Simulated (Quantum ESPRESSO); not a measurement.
# NbP in Quantum ESPRESSO: convergence with SCF threshold

Input of the first run (SCF threshold 0.001 Ry); the others differ in this setting and in those tied to it:

The input pw.in:

```
&CONTROL
  calculation = 'scf'
  prefix = 'pwscf'
  outdir = './tmp'
  pseudo_dir = './pseudo'
  tprnfor = .true.
  tstress = .true.
  disk_io = 'nowf'
/
&SYSTEM
  ibrav = 0
  nat = 4
  ntyp = 2
  ecutwfc = 36
  ecutrho = 216
  nbnd = 26
  occupations = 'smearing'
  smearing = 'fd'
  degauss = 0.00734986
/
&ELECTRONS
  conv_thr = 0.001
  electron_maxstep = 120
  mixing_beta = 0.5
/
ATOMIC_SPECIES
Nb    92.9064 Nb.LDA_PW-JTH.UPF
P     30.9738 P.LDA_PW-JTH.UPF
CELL_PARAMETERS angstrom
  -1.6749232544    1.6749232544    5.7401081759
   1.6749232544   -1.6749232544    5.7401081759
   1.6749232544    1.6749232544   -5.7401081759
ATOMIC_POSITIONS crystal
Nb     0.2498808000    0.7498808000    0.5000000000
Nb     0.4998808000    0.4998808000    0.0000000000
P      0.8327477700    0.3327477700    0.5000000000
P      0.0827477700    0.0827477700    0.0000000000
K_POINTS automatic
11 11 11 0 0 0
```

Potentials or basis: JTH 2.0 LDA.

The run is started by

```sh
$ OMP_NUM_THREADS=1 pw.x -in pw.in > pw.out
```

The cell is a database's computed one.

Hardware: 1 thread of Arm Neoverse V1, with other jobs on the host.

**Question.** The values tried are 0.001 Ry, 0.0001 Ry, 1e-05 Ry, 1e-06 Ry, 1e-07 Ry, 1e-08 Ry, 1e-10 Ry, 1e-12 Ry, loosest first. From which on does the pressure stay within 0.1 GPa of the tightest run that finished?

**Answer.** From 1e-05 Ry on.

```tsv
SCF threshold	energy less the tightest run, at zero smearing (meV/atom)	pressure (GPa)	largest force (eV/Å)	SCF cycles	CPU time (s)	peak memory (GiB)
0.001 Ry	0.28	-7.10	0.010	4	100	0.2
0.0001 Ry	0.00	-9.91	0.008	5	130	0.2
1e-05 Ry	0.00	-9.56	0.009	6	150	0.2
1e-06 Ry	0.00	-9.56	0.009	6	150	0.2
1e-07 Ry	0.00	-9.54	0.010	8	190	0.2
1e-08 Ry	0.00	-9.56	0.010	9	210	0.2
1e-10 Ry	0.00	-9.56	0.010	10	240	0.2
1e-12 Ry	0.00	-9.56	0.010	11	260	0.21
```

Against the tightest run, the energy stays within 1 meV/atom from 0.001 Ry on; the largest force stays within 0.005 eV/Å from 0.001 Ry on. The tightest run that finished is the yardstick and may itself not be fully converged.

Caveat, for the tightest run too: the cutoff is low for these files, which shifts pressure and relaxed volume.
